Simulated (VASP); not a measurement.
# PbO (Litharge) (P4/nmm) in VASP: notebook

Aim: see how the results for PbO (Litharge) move with the level of theory and the settings. Levels: PBE, PBE+D2. Tasks: single point, relaxation of cell and atoms.

Program: VASP 6.6.1. These are calculated values, not measurements. Logs are shortened: lines on timing, memory, paths and dates and some standing lists are left out, and cuts for length are marked.

## Step 1: Starting point

Symmetry: P4/nmm, No. 129, tetragonal system. Conventional cell: a = 3.990 Å, b = 3.990 Å, c = 5.010 Å, α = 90.00°, β = 90.00°, γ = 90.00°. Pb (site symmetry 4mm) is surrounded by 4 O at 2.33 Å. Around O (site symmetry -4m2) lie 4 Pb at 2.33 Å.

## Step 2: Single point, PBE

run.py reads:

```python
from ase.calculators.vasp import Vasp
from ase.dft.bandgap import bandgap
from ase.io import read

atoms = read('POSCAR')
calc = Vasp(
    directory='calc',
    xc='pbe',
    pp='PBE',
    setups='minimal',
    prec='Accurate',
    encut=500,
    ediff=1e-06,
    ismear=0,
    sigma=0.05,
    lreal=False,
    lasph=True,
    nelm=80,
    algo='Fast',
    isif=2,
    lwave=False,
    lcharg=True,
    lelf=True,
    lvhar=True,
    kpts=[7, 7, 6],
    gamma=True,
)
atoms.calc = calc

print('energy (eV):', atoms.get_potential_energy())
print('free energy (eV):', atoms.get_potential_energy(force_consistent=True))
print('forces (eV/A):')
print(atoms.get_forces())
print('stress (eV/A^3, Voigt):', atoms.get_stress())
print('Fermi level (eV):', calc.get_fermi_level())
gap, top, bottom = bandgap(calc)
print('band gap (eV):', gap, 'from (spin, k, band)', top, 'to', bottom)
```

POSCAR reads:

```
PbO
1.0
    3.9900000000      0.0000000000      0.0000000000
    0.0000000000      3.9900000000      0.0000000000
    0.0000000000      0.0000000000      5.0100000000
Pb O
2 2
Direct
    0.5000000000      0.0000000000      0.7600000000
    0.0000000000      0.5000000000      0.2400000000
    0.5000000000      0.5000000000      0.0000000000
    0.0000000000      0.0000000000      0.0000000000
```

Potentials or basis: VASP PAW PBE potentials, release 64 (Pb, O).

Command:

```console
$ python run.py
```

What it wrote:

```text
energy (eV): -21.6467748
free energy (eV): -21.6467748
forces (eV/A):
[[-0.          0.          0.08214806]
 [ 0.         -0.         -0.08214806]
 [ 0.          0.          0.        ]
 [-0.         -0.          0.        ]]
stress (eV/A^3, Voigt): [-0.01790598 -0.01790598 -0.00996997  0.         -0.         -0.        ]
Fermi level (eV): 3.58460714
band gap (eV): 1.3889999999999998 from (spin, k, band) (0, np.int64(0), np.int64(9)) to (0, np.int64(9), np.int64(10))
```

OUTCAR:

```text
ENCUT = 500.000000
   EDIFF = 1.00e-06
   GGA = PE
   PREC = Accurate
   ISIF = 2
   ISMEAR = 0
   NELM = 80
   LASPH = .TRUE.
   LREAL = .FALSE.

 ion  position               nearest neighbor table
   1  0.500  0.000  0.760-   3 2.33   4 2.33   3 2.33   4 2.33   2 3.71   2 3.71   2 3.71   2 3.71
                             2 3.84   2 3.84   2 3.84   2 3.84
   2  0.000  0.500  0.240-   3 2.33   4 2.33   4 2.33   3 2.33   1 3.71   1 3.71   1 3.71   1 3.71
                             1 3.84   1 3.84   1 3.84   1 3.84
   3  0.500  0.500  0.000-   1 2.33   2 2.33   1 2.33   2 2.33
   4  0.000  0.000  0.000-   1 2.33   2 2.33   2 2.33   1 2.33

  LATTYP: Found a simple tetragonal cell.
 ALAT       =     3.9900000000
 C/A-ratio  =     1.2556390977

  Lattice vectors:

 A1 = (   3.9900000000,   0.0000000000,   0.0000000000)
 A2 = (   0.0000000000,   3.9900000000,   0.0000000000)
 A3 = (   0.0000000000,   0.0000000000,   5.0100000000)

Analysis of symmetry for initial positions (statically):
=====================================================================
 Subroutine PRICEL returns:
 Original cell was already a primitive cell.

 Routine SETGRP: Setting up the symmetry group for a
 simple tetragonal supercell.

 Subroutine GETGRP returns: Found 16 space group operations
 (whereof  8 operations were pure point group operations)
 out of a pool of 16 trial point group operations.

The static configuration has the point symmetry D_2d.
 The point group associated with its full space group is D_4h.

Analysis of symmetry for dynamics (positions and initial velocities):
=====================================================================
 Subroutine PRICEL returns:
 Original cell was already a primitive cell.

 Routine SETGRP: Setting up the symmetry group for a
 simple tetragonal supercell.
[... 153 lines left out ...]
  ---------------------------------------------------
  ext. energy  EPLUGINS =         0.00000000
  ---------------------------------------------------
  free energy    TOTEN  =       -21.64677480 eV

  energy without entropy =      -21.64677480  energy(sigma->0) =      -21.64677480

 E-fermi :   3.5846     XC(G=0):  -9.7128

 val. band max:        3.3345323757   @ k =   0.0000   0.0000   0.0000
 cond. band min:       4.7234516678   @ k =   0.4286   0.4286   0.0000
 fundamental gap:      1.3889192920
 Fermi energy:         3.5846071378

 k-point     1 :       0.0000    0.0000    0.0000
  band No.  band energies     occupation
      1     -14.8696      2.00000
      2     -12.9500      2.00000
      3      -3.8125      2.00000
      4      -3.4224      2.00000
      5      -0.8546      2.00000
      6      -0.8546      2.00000
      7       1.6662      2.00000
      8       1.7895      2.00000
      9       1.7895      2.00000
     10       3.3345      2.00000
     11       5.7474      0.00000
     12       8.8680      0.00000
     13       8.8680      0.00000
     14       8.9318      0.00000
[... 377 lines left out ...]
      1     -14.0615      2.00000
      2     -13.6255      2.00000
      3      -4.2564      2.00000
      4      -3.5517      2.00000
      5      -0.4877      2.00000
      6       0.1723      2.00000
      7       0.1743      2.00000
      8       0.7269      2.00000
      9       2.0676      2.00000
     10       2.4014      2.00000
     11       6.1967      0.00000
     12       6.7616      0.00000
     13       9.1459      0.00000
     14      10.0793      0.00000

 [... further k-points ...]
[... 5 lines left out ...]
  --------------------------------------------------------------------------------------
  -------------------------------------------------------------------------------------
  Total        1.4281746      1.4281746      0.7952019      0.0000000      0.0000000      0.0000000
  in kB       28.6885354     28.6885354     15.9736608      0.0000000      0.0000000      0.0000000
  external PRESSURE =      24.4502439 kB  Pullay stress =       0.0000000 kB

 VOLUME and BASIS-vectors are now :
 -----------------------------------------------------------------------------
  energy-cutoff  :      500.00
  volume of cell :       79.76
      direct lattice vectors                 reciprocal lattice vectors
     3.990000000  0.000000000  0.000000000     0.250626566  0.000000000  0.000000000
     0.000000000  3.990000000  0.000000000     0.000000000  0.250626566  0.000000000
     0.000000000  0.000000000  5.010000000     0.000000000  0.000000000  0.199600798

 POSITION                                       TOTAL-FORCE (eV/Angst)
 -----------------------------------------------------------------------------------
      1.99500      0.00000      3.80760        -0.000000      0.000000      0.082148
      0.00000      1.99500      1.20240         0.000000     -0.000000     -0.082148
      1.99500      1.99500      0.00000         0.000000      0.000000      0.000000
      0.00000      0.00000      0.00000        -0.000000     -0.000000      0.000000
 -----------------------------------------------------------------------------------
    total drift:                                0.000000      0.000000      0.000000

  FREE ENERGIE OF THE ION-ELECTRON SYSTEM (eV)
  ---------------------------------------------------
  free  energy   TOTEN  =       -21.6467747997 eV

  energy  without entropy=      -21.6467747997  energy(sigma->0) =      -21.64677480
```

INCAR:

```text
ENCUT = 500.000000
SIGMA = 0.050000
EDIFF = 1.00e-06
ALGO = Fast
GGA = PE
PREC = Accurate
ISIF = 2
ISMEAR = 0
NELM = 80
LASPH = .TRUE.
LCHARG = .TRUE.
LELF = .TRUE.
LVHAR = .TRUE.
LWAVE = .FALSE.
LREAL = .FALSE.
```

It took 54 s on 1 thread of Intel Xeon Platinum 8375C at 2.90GHz (Ice Lake), shared host; peak memory 0.21 GiB.

Results:

```
Free energy            : -21.6468 eV
Pressure               : 2.4 GPa
Largest force          : 0.082 eV/Å
Band gap on the k mesh : 1.39 eV, indirect (least direct gap 2.35 eV)
```

Forces on the atoms (eV/Å):
```
Pb   0.000  0.000  0.082
Pb   0.000  0.000 -0.082
O    0.000  0.000  0.000
O    0.000  0.000  0.000
```

Caveat: spin-orbit coupling is left out, which as a rule narrows the gap of such compounds by several tenths of an eV; an odd mesh through Γ misses points on the zone boundary, where band edges often lie.

## Step 3: Relaxation of cell and atoms, PBE+D2, spin-orbit coupling, no magnetisation

INCAR reads:

```
PREC     = Accurate       # precision mode
ENCUT    = 480            # plane-wave cutoff, eV
EDIFF    = 1E-7           # SCF threshold, eV
ISMEAR   = 0              # smearing method
SIGMA    = 0.05           # smearing width, eV
LREAL    = F              # projectors in reciprocal space
LASPH    = T              # aspherical terms in the spheres
NELM     = 100            # most SCF steps
ALGO     = Normal         # electronic algorithm
ISIF     = 3              # what is computed and relaxed
LWAVE    = F              # write WAVECAR
LCHARG   = F              # write CHGCAR
MAGMOM   = 0 0 0 0 0 0 0 0 0 0 0 0 # initial moments
LORBIT   = 11             # projections on sites
LSORBIT  = T              # spin-orbit coupling
GGA_COMPAT= F            
GGA      = PE             # functional
IVDW     = 1              # dispersion correction
IBRION   = 2              # ionic algorithm
NSW      = 60             # ionic steps
EDIFFG   = -0.02          # ionic threshold
```

KPOINTS reads:

```
Automatic mesh
0
Gamma
  5 5 5
```

POSCAR is that of step 2.

Potentials or basis: VASP PAW PBE potentials, release 64 (Pb_d, O_s).

Command:

```console
$ cat potpaw_PBE.64/Pb_d/POTCAR potpaw_PBE.64/O_s/POTCAR > POTCAR
$ mpirun -np 1 vasp_ncl > vasp.out
```

Run time: 15 min. Hardware: 1 thread of Intel Xeon Platinum 8375C at 2.90GHz (Ice Lake), shared host; peak memory 0.36 GiB.

Results (log left out):

```
Free energy                                           : -23.6634 eV
Relaxed volume                                        : 20.96 Å³/atom
Relaxed cell                                          : a = 4.039 Å, b = 4.039 Å, c = 5.139 Å, α = 90.00°, β = 90.00°, γ = 90.00°
Space group after relaxing (to 0.05 Å)                : P4/nmm (No. 129)
Energy gained by relaxing                             : 7.0 meV/atom
Ionic steps                                           : 11
Pressure after relaxing                               : -0.1 GPa
Largest force after relaxing                          : 0.017 eV/Å
Valence electrons inside the program's atomic spheres : Pb 11.86; O 5.83
Dispersion energy per atom                            : -0.358 eV
```

Forces on the atoms (eV/Å):
```
Pb   0.000  0.000  0.017
Pb   0.000  0.000 -0.017
O    0.000  0.000  0.000
O    0.000  0.000  0.000
```

The path:
| step | energy change (eV) | largest force (eV/Å) | pressure (GPa) | volume (Å³) |
| --- | --- | --- | --- | --- |
| 1 | 0.0000 | 0.1393 | 2.80 | 79.76 |
| 2 | -0.0093 | 0.5051 | -1.74 | 83.84 |
| 3 | -0.0207 | 0.2415 | 0.10 | 82.07 |
| 4 | -0.0247 | 0.1239 | 0.07 | 82.51 |
| 5 | -0.0258 | 0.0049 | 0.02 | 83.00 |
| 6 | -0.0259 | 0.0164 | 0.03 | 82.92 |
| 7 | -0.0265 | 0.0064 | 0.07 | 83.01 |
| 8 | -0.0275 | 0.0231 | 0.17 | 83.28 |
| 9 | -0.0267 | 0.0875 | 0.38 | 83.80 |
| 10 | -0.0278 | 0.0438 | 0.23 | 83.44 |
| 11 | -0.0279 | 0.0169 | -0.10 | 83.82 |

Final structure:
```
Pb O
1.0
     4.03865    0.00000    0.00000
     0.00000    4.03865    0.00000
     0.00000    0.00000    5.13906
Pb O
2 2
Direct
  0.50000 0.00000 0.76537
  0.00000 0.50000 0.23463
  0.50000 0.50000 0.00000
  0.00000 0.00000 0.00000
```

Zero-point motion and thermal expansion aren't in these numbers.

## Step 4: For comparison

An earlier run on the cell as given: functional PBEsol; potentials or basis VASP PAW PBE potentials, release 64 (Pb_d, O); cutoff 520 eV; k mesh 7 × 7 × 6; occupations fermi-dirac, width 0.05 eV; no spin polarisation.

* Pressure: -0.8 GPa
* Largest force: 0.288 eV/Å
* Band gap on the k mesh: 1.37 eV, indirect (least direct gap 2.29 eV)

## Step 5: The runs side by side

```tsv
task	level	potentials or basis	spin	cell	k mesh	cutoff (eV)	smearing	ladder	gap on the mesh (eV)	pressure (GPa)	largest force (eV/Å)
single point	PBE	VASP PAW PBE potentials, release 64 (Pb, O)	off	as given	7 × 7 × 6	500	gaussian 0.05 eV	-	1.39	2.4	0.08
relaxation of cell and atoms	PBE+D2	VASP PAW PBE potentials, release 64 (Pb_d, O_s)	SOC, no magnetisation	relaxed	5 × 5 × 5	480	gaussian 0.05 eV	-	-	-0.1	0.02
single point	PBEsol	VASP PAW PBE potentials, release 64 (Pb_d, O)	off	as given	7 × 7 × 6	520	fermi-dirac 0.05 eV	free	1.37	-0.8	0.29
```

Caveats: spin-orbit coupling is left out, which as a rule narrows the gap of such compounds by several tenths of an eV (some runs); an odd mesh through Γ misses points on the zone boundary, where band edges often lie (some runs); the PAW data sets were made with another functional, which shifts forces and pressure a little (some runs).

Absolute energies hang on the potentials; compare differences alone.
